A free-atom Dirac-Fock calculation puts the M edges of the solids and halogens from Se to La too deep, on average by 11 eV for M2 and 8 eV for M4, and one added screening electron removes most of that excess. Four sizes are worth keeping in mind. The relaxation of the atom's own electrons around an M hole is worth roughly 10 to 20 eV. The screening electron is worth 3.5 to 13 eV, close to the first ionisation energy of the next element. The solid contributes a further term of up to 3 eV, of either sign, which the screened atom lacks. The $3p$ level carries an error of its own, about 3 eV, which the $3d$ level does not share.

M2 and M4 edges of atoms from Se to La, from Radial Dirac-Fock and Kohn-Sham solver 2: average-of-configuration Dirac-Fock ΔSCF with finite nucleus, first-order frequency-dependent Breit and QED terms. Free-atom edges are from the vacuum level; the screened hole has one added electron and models an edge from the Fermi level. Measured edges are of the element in its standard state.

| species | Z | configuration | screening orbital | free atom (M2) (eV) | screened hole (M2) (eV) | measured edge (M2) (eV) | screened hole (M2) less measured edge (M2) (eV) | free atom (M4) (eV) | screened hole (M4) (eV) | measured edge (M4) (eV) | screened hole (M4) less measured edge (M4) (eV) |
| --- | --- | --- | --- | --- | --- | --- | --- | --- | --- | --- | --- |
| Se | 34 | [Ar] 3d10 4s2 4p4 | 4p | 178.53 | 167.10 | 166.5 | 0.60 | 62.922 | 51.526 | 55.5 | -3.97 |
| Br | 35 | [Ar] 3d10 4s2 4p5 | 4p | 201.16 | 188.07 | 189 | -0.93 | 77.643 | 64.565 | 70 | -5.44 |
| Kr | 36 | [Ar] 3d10 4s2 4p6 | 5s | 225.03 | 221.28 | 222.2 | -0.92 | 93.423 | 89.671 | 95 | -5.33 |
| Rb | 37 | [Kr] 5s1 | 5s | 257.27 | 252.58 | 248.7 | 3.88 | 117.40 | 112.72 | 113 | -0.28 |
| Sr | 38 | [Kr] 5s2 | 5p | 291.31 | 287.19 | 280.3 | 6.89 | 143.02 | 138.89 | 136 | 2.89 |
| Zr | 40 | [Kr] 4d2 5s2 | 4d | 356.47 | 348.35 | 343.5 | 4.85 | 190.92 | 182.85 | 181.1 | 1.75 |
| Nb | 41 | [Kr] 4d4 5s1 | 4d | 386.65 | 380.11 | 376.1 | 4.01 | 212.25 | 205.73 | 205 | 0.73 |
| Mo | 42 | [Kr] 4d5 5s1 | 4d | 421.42 | 413.95 | 411.6 | 2.35 | 237.88 | 230.42 | 231.1 | -0.68 |
| Tc | 43 | [Kr] 4d5 5s2 | 4d | 461.84 | 450.07 | 447.6 | 2.47 | 268.89 | 257.14 | 257.6 | -0.46 |
| Pd | 46 | [Kr] 4d10 | 5s | 567.59 | 561.42 | 559.9 | 1.52 | 345.28 | 339.10 | 340.5 | -1.40 |
| Ag | 47 | [Kr] 4d10 5s1 | 5s | 613.47 | 606.28 | 603.8 | 2.48 | 380.68 | 373.48 | 374 | -0.52 |
| Cd | 48 | [Kr] 4d10 5s2 | 5p | 661.76 | 656.65 | 652.6 | 4.05 | 418.15 | 413.04 | 411.9 | 1.14 |
| In | 49 | [Kr] 4d10 5s2 5p1 | 5p | 713.78 | 707.45 | 703.2 | 4.25 | 459.02 | 452.68 | 451.4 | 1.28 |
| Sn | 50 | [Kr] 4d10 5s2 5p2 | 5p | 767.86 | 760.25 | 756.5 | 3.75 | 501.59 | 494.00 | 493.2 | 0.80 |
| Sb | 51 | [Kr] 4d10 5s2 5p3 | 5p | 824.01 | 815.20 | 812.7 | 2.50 | 545.88 | 537.00 | 537.5 | -0.50 |
| Te | 52 | [Kr] 4d10 5s2 5p4 | 5p | 882.39 | 872.18 | 870.8 | 1.38 | 591.91 | 581.69 | 583.4 | -1.71 |
| I | 53 | [Kr] 4d10 5s2 5p5 | 5p | 942.86 | 931.26 | 931 | 0.26 | 639.67 | 628.06 | 630.8 | -2.74 |
| Xe | 54 | [Kr] 4d10 5s2 5p6 | 6s | 1005.5 | 1002.0 | 1002.1 | -0.10 | 689.16 | 685.71 | 689 | -3.29 |
| Cs | 55 | [Xe] 6s1 | 6s | 1075.9 | 1071.7 | 1071 | 0.70 | 746.03 | 741.78 | 740.5 | 1.28 |
| Ba | 56 | [Xe] 6s2 | 6p | 1148.9 | 1145.1 | 1137 | 8.10 | 804.91 | 801.14 | 795.7 | 5.44 |
| La | 57 | [Xe] 5d1 6s2 | 5d | 1221.6 | 1214.8 | 1209 | 5.80 | 863.13 | 856.27 | 853 | 3.27 |

M2 is a hole in $3p_{1/2}$ and M4 a hole in $3d_{3/2}$. The "free atom" columns give the total energy of the ion with the hole less that of the neutral atom, so the electron ends at the vacuum level. In the "screened hole" columns the final state is neutral, with one extra electron in the orbital named in the row. Their difference, $s = E_\text{free} - E_\text{scr}$, is called the shift below. A positive error means that the computed edge lies deeper than the measured one. Strontium, silver and iodine are followed closely, because each ends with its error for a different reason.

## The background that all columns share

The edges rise with $Z$ in every column, by about 50 eV per element for M2 near silver. A least-squares line through $\sqrt{E_\text{scr}}$ against $Z$, all 21 rows, has slope 0.93 eV$^{1/2}$ for both levels, below the hydrogenic $\sqrt{\text{Ry}}/3 = 1.23$ eV$^{1/2}$ for $n=3$. The lower slope is what screening gives: each step adds an electron as well as a proton, and an outer electron raises the potential throughout the core. The line misses La M2 by 34 eV, or 2.8 % of the edge, more than any of the effects discussed here, so those effects have to be read from differences between columns.

Orbital energies are no substitute for the total-energy differences. In the same calculations the Koopmans value for M2 exceeds the free-atom edge by 10.1 eV in Sr, 17.2 eV in Ag and 18.9 eV in I. Most of this is relaxation. The magnetic (Gaunt) part of the Breit interaction accounts for 2.1 eV in iodine, and in bromine the relaxation is 8.9 eV against a Gaunt term of 0.3 eV. All of this is already inside the free-atom column, and the excess that remains has another origin.

## The shift is a valence ionisation energy

Both columns share the initial state, so $s$ is exactly the energy needed to remove the screening electron from the core-excited neutral atom. That electron moves almost wholly outside the M shell. By Gauss's law, a missing electron well inside its orbit acts on it like one more proton. The core-excited atom $Z$ therefore looks from outside like the atom $Z+1$, which is the equivalent-core approximation, and

$$s \approx I(Z+1),$$

with $I$ the first ionisation energy, provided that the screened configuration is the ground configuration of $Z+1$ and the electron removed is its outermost one.

The table confirms the first consequence directly: the shift does not depend on which hole is made. The M2 and M4 shifts agree within 0.07 eV in every row. The largest difference belongs to Sb (8.81 against 8.88 eV). It exceeds the 0.01 eV to which that row is printed, it is not shared by Sn or Te, and it may come from the settings of one calculation.

The second consequence is a sawtooth displaced one place to the left of the familiar curve of ionisation energies. Outside the $4d$ row, which is treated separately below, the shift peaks at the halogens (13.1 eV for Br, 11.6 eV for I), whose screened states resemble Kr and Xe, and drops to 3.75 and 3.5 eV at Kr and Xe, which resemble alkali atoms. Part of each jump is the change of orbital between blocks: $5s$ for Ag gives 7.2 eV, $5p$ for Cd only 5.1 eV. Along the $5p$ block a least-squares line through the six M4 shifts from Cd to I gives $s = 5.05 + 1.30\,n$ eV, with $n$ the number of $5p$ electrons in the neutral atom, and no row is off by more than 0.07 eV. Real ionisation energies have a kink after the half-filled shell. Its absence here follows from the average over the configuration, which omits the Hund's-rule stabilisation of $p^3$.

Measured ionisation energies of Sr, Ag and I are listed with the calculations (5.69, 7.58 and 10.45 eV). They belong against the shifts of Rb, Pd and Te, which fall short by 1.0, 1.4 and 0.2 eV. With rough recalled two-figure values for the other elements, all 14 rows with matching configurations fall short, by 0.1 to 1.8 eV and by 0.8 eV on average; for Se, Br and I the recalled value is itself good to only 0.5 eV. Missing correlation has this sign, since the added electron loses its pair-correlation energy. Silver has the largest shortfall, 1.8 eV against roughly 9.0 eV for Cd, and there the electron closes an $s^2$ pair on top of a polarisable $d^{10}$ shell. Term averaging and the imperfection of the equivalent core enter the same numbers and cannot be separated from correlation here.

## What the solid adds

An edge measured from the Fermi level of a metal has a neutral, fully screened final state: a $(Z+1)$-like atom sitting in the lattice of $Z$. A Born-Haber cycle connects it to the free atom.

1. Take one atom out of the metal, at a cost $E_c(Z)$, the cohesive energy per atom.
2. Ionise its core level, at a cost $E_\text{free}^\text{true}$.
3. Return an electron to the valence shell, gaining $I(Z+1)$.
4. Condense the $(Z+1)$-like atom, gaining $E_c(Z+1)$, and dissolve it in the host. The solution energy of this impurity is neglected.

Step 3 returns the electron that step 2 set free, so the metal ends neutral. An edge counted from the Fermi level has the same final state, with the core electron placed at that level, so no work function appears. Write the computed free edge as $E_\text{free}^\text{true} + \delta$, with $\delta$ the error of the method on an isolated atom, and let $\Delta E_c = E_c(Z+1) - E_c(Z)$. Then

$$E_\text{free} - E_\text{meas} = I(Z+1) + \Delta E_c + \delta,$$

$$E_\text{scr} - E_\text{meas} = \Delta E_c + \left[I(Z+1) - s\right] + \delta .$$

The screened error thus has three parts that add: the difference in bonding between neighbours, the shortfall of the shift, and the atomic error. Kr and Xe supply $\delta$. Their edges are measured on the gas from the vacuum level, so the free-atom column is the right comparison: $-1.58$ and $+0.16$ eV for M4, $+2.83$ and $+3.40$ eV for M2. A straight line in $Z$ through these two rows is used for the others, and nothing is fitted to the solids. The close agreement of the screened M2 values for the two gases ($-0.92$ and $-0.10$ eV) is an accident: a shift of 3.5 to 3.75 eV that does not apply cancels a $\delta$ of about 3 eV.

Strontium M4 serves as the worked case. The core-ionised atom has a $5s^2$ valence shell, the ground configuration of Y$^+$, so the ordinary ionisation energy of Y, roughly 6.2 eV, applies. Rough recalled cohesive energies are 4.4 eV for Y and 1.7 eV for Sr, so $\Delta E_c = 2.7$ eV. The atomic error is $\delta = -1.58 + 1.74 \times 2/18 = -1.39$ eV. The predicted free-atom error is $6.2 + 2.7 - 1.4 = 7.5$ eV, and the table has 7.02 eV. Put the other way, the cycle turns the free edge of 143.02 eV into 135.5 eV, against 136 eV measured and 138.89 eV screened. Strontium played no part in fixing $\delta$, and its miss of 0.5 eV is typical and equal to the rounding of a whole-eV reference.

The cycle can be applied with ground-state ionisation energies to ten metals and semimetals whose core-ionised configuration is that of the ground $(Z+1)$ cation: Rb, Sr, Mo, Pd, Ag, Cd, In, Sn, Sb and Cs. For M4 it leaves 0.6 eV rms. The mean error of those rows used as a constant correction leaves 1.3 eV, and so does a rough recalled work function plus a constant fixed the same way. The worst rows are Pd and Cs, where the cycle overestimates the error by 1.3 and 1.0 eV. For M2 it has no advantage over all ten rows (1.8 eV against 1.9 and 1.7 eV), because Cs dominates; without Cs the figures are 1.0, 1.2 and 1.5 eV. The support is real but modest: ten rows, two-figure inputs, a neglected solution energy, and a $\delta$ that rests on two points.

The work function is part of the gap between vacuum and Fermi references, but it does not order the errors. Pd has about twice the work function of Sr (roughly 5.1 against 2.6 eV) and the smaller free-atom M4 error (4.78 against 7.02 eV).

## Three rows, three balances

Strontium has a large screened error, $+2.89$ eV for M4 and $+6.89$ eV for M2. For M4 the larger positive part in the cycle is bonding: the core-excited site acts like Y, which binds to its neighbours much more strongly than divalent Sr, and an isolated atom cannot collect that 2.7 eV. The other positive part, 2.1 eV, is the shortfall of the shift, and it is inflated by the choice of a $5p$ screening orbital where Y has $4d^1 5s^2$. Cd, also screened by a single $p$ electron outside $s^2$ but with the matching configuration, falls short by only 0.7 eV, which suggests about 1.4 eV for the choice of orbital; that figure is a guess from one analogy. Barium repeats the pattern with the largest M2 error of the table, $+8.10$ eV. Its cohesive term is about 2.6 eV, and 2.5 eV of the M4 error remains after that term and $\delta$ are removed, plausibly for the same reason, since La too has a $d^1s^2$ ground state.

Silver looks accurate, $-0.52$ eV for M4, through cancellation. The Cd-like site is less strongly bound than Ag (roughly 1.2 against 3.0 eV), so $\Delta E_c \approx -1.8$ eV, and this happens to offset the 1.8 eV shortfall of the shift. What is left is $\delta = -0.5$ eV. That the sum matches the table to the last digit is luck, given a whole-eV reference; for M2 of the same atom the cycle is off by 0.7 eV. One step on, at Cd, $\Delta E_c$ changes sign and the screened M4 error becomes $+1.14$ eV.

Iodine has the smallest screened M2 error among the non-gaseous rows, $+0.26$ eV, and this says nothing good about the core physics. From In to I the free-atom M2 error changes by only $+1.3$ eV while the shift grows by 5.3 eV, so the screened error falls by 4.0 eV and passes near zero at iodine; for M4 it passes zero between Sn and Sb and reaches $-2.74$ eV. The cycle accounts for part of the fall, since $\Delta E_c$ goes from about $+0.6$ to $-0.9$ eV. It misses the rest: the measured iodine edges are 2.3 eV (M4) and 2.6 eV (M2) deeper than full metallic screening predicts. The M4 miss grows in the order Te, Se, I, Br (0.8, 1.5, 2.3 and 3.6 eV), with the semiconductors first and the molecular halogens last. A non-metal screens the hole by polarisation and by charge drawn from bonds, and its reference level lies somewhere in a gap, so an electron dropped into an atomic $p$ vacancy overstates the energy gained. The sign fits this argument. The size does not test it, because the reference level of these measurements is uncertain and the Te miss is no larger than those of Pd and Cs.

## The 4d row and lanthanum

The free-atom M2 errors from Zr to Pd follow the number of $5s$ electrons in the atomic configuration: 12.97 and 14.24 eV for $5s^2$ (Zr, Tc), 10.55 and 9.82 eV for $5s^1$ (Nb, Mo), 7.69 eV for $5s^0$ (Pd). A $4d$ electron lies closer to the core than a $5s$ electron and raises the core potential more, so each $s \to d$ transfer makes the core level shallower. The metals do not share these jumps in occupation. A $4d$ screening electron feels the same transfers, and its binding zigzags in step (11.8 eV for Tc, 7.5 eV for Mo), so most of the configuration effect cancels. Pd, with its full $4d$ shell, is screened by $5s$ instead. The spread of the M2 error over the five rows halves, from 6.55 to 3.33 eV, and the remainder falls from Zr to Pd except for a rise of 0.12 eV from Mo to Tc. These rows are different atomic states, averaged over open $d$ shells with large term splittings, and structure below 1 eV in them deserves no physical reading.

Among the condensed elements, lanthanum has the largest screened M4 error left over once the cohesive term and $\delta$ are removed. The cohesive difference to Ce is near zero, yet 3.0 eV of the M4 error remains. The equivalent core is a $4f$ element while the calculation screens with $5d$. A core hole is known to pull the empty $4f$ level of La down, and screening through it may supply the missing energy, but this is conjecture.

## The extra error of M2, and caesium

The difference M2 less M4 cancels the reference level and the screening, so it tests the atomic method alone. The computed gap exceeds the measured one in every row but Cs, by 3.3 eV on average: 4.6 eV at Se, about 3 eV from Zr to Xe, 2.5 eV at La. The standard cause is a correlation effect that a single configuration cannot hold. A $3p$ hole mixes strongly with states in which a $3d$ electron fills it and a second $3d$ electron is excited. In Ag two $3d$ holes cost roughly $2 \times 374 = 748$ eV even before their mutual repulsion is counted, above the M2 edge at 603.8 eV, and mixing with higher states lowers the energy of the $3p$ hole, so the measured edge is shallower than Dirac-Fock. In Se the double-hole states open below the $3p$ edge, the level is broad, and its position is less sharply defined. The table shows the offset; the share due to this mixing is argued, not computed.

The offset is not linear between Kr (4.41 eV) and Xe (3.24 eV). At Pd the line gives $4.41 - 1.17 \times 10/18 = 3.76$ eV where the row has 2.91 eV. The cycle, with its interpolated $\delta$, overestimates the M2 error in all ten rows, by 0.8 eV on average without Cs. Most of that average comes from this curvature, and about 0.2 eV of it is shared by M4.

Caesium is irregular in the reference. The computed gaps for Xe, Cs and Ba are 316.3, 329.9 and 344.0 eV, in steps of 13.6 and 14.1 eV. The measured ones are 313.1, 330.5 and 341.3 eV, in steps of 17.4 and 10.8 eV. The gap errors of the neighbours, 3.24 and 2.69 eV, average 3.0 eV, against $-0.6$ eV for Cs, so the measured Cs gap is about 3.6 eV too wide for its surroundings. The cycle misses Cs by 4.8 eV for M2 and 1.0 eV for M4, which points to the M2 value of 1071 eV as the one out of line. The small screened M2 error of Cs, $+0.70$ eV, should not be counted as a success.

## What to do

For atoms in the gas phase, use the free-atom column. The only test here is on Kr and Xe, where M4 lies within 2 eV of the measured edge and M2 about 3 eV too deep. Open-shell atoms also have multiplets, which the average over the configuration leaves out.

For condensed elements, use the screened column as a first estimate. Over the 19 non-gaseous rows it cuts the rms error from 7.9 to 2.5 eV for M4 and from 10.9 to 3.8 eV for M2. The mean M4 error of 0.05 eV is the average of values from $-5.44$ to $+5.44$ eV and is no measure of accuracy.

Guess the sign of the remaining M4 error from the neighbour to the right. Where that neighbour is the more cohesive, as for the group 2 and group 12 metals, the screened edge tends to lie too deep; where it is the less cohesive, too shallow. The sign of $\Delta E_c$ alone is right in 14 of the 19 rows and wrong for Rb, Nb, Mo, Sn and La. For a metal whose core-ionised configuration matches the ground state of the next cation, subtracting $I(Z+1) + \Delta E_c + \delta$ from the free edge is good to about 1 eV for M4. For M2, start from the M4 estimate, add the computed gap and take off about 3 eV, or 4 to 4.6 eV from Se to Sr.

Check the screening orbital against the ground configuration of $Z+1$ before comparing rows, and distrust the screened model for non-metals, where it puts M4 too shallow by 1.7 to 5.4 eV. The same reasoning limits it in compounds: lost valence charge makes a core level deeper, the field of the surrounding ions can make it shallower again, and an insulator screens the hole less completely. The neutral screened atom describes none of these, so even the sign of a shift between element and compound should not be read from it. Differences below 0.5 eV carry no information in rows whose reference is a whole number of eV, such as Br.
